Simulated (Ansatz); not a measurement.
According to r²SCAN in the plane-wave PAW code Ansatz, Ti$_{3}$SiC$_{2}$ in the hexagonal phase (P6_3/mmc; Ti on 4f, Ti on 2a, Si on 2b, C on 4f) relaxes to a = 3.067 Å, c = 17.674 Å. C has 6 nearest neighbours from 2.09 Å (octahedral). Against the elements it lies at -0.93 eV/atom, with no fitted shifts.

Electronic character: metallic (no gap).

The r²SCAN relaxation kept the symmetry of its start. The run is not spin-polarised. The references are the lowest solids computed at this level, not always the standard phases.

Potentials: the later of the program's two PAW sets.
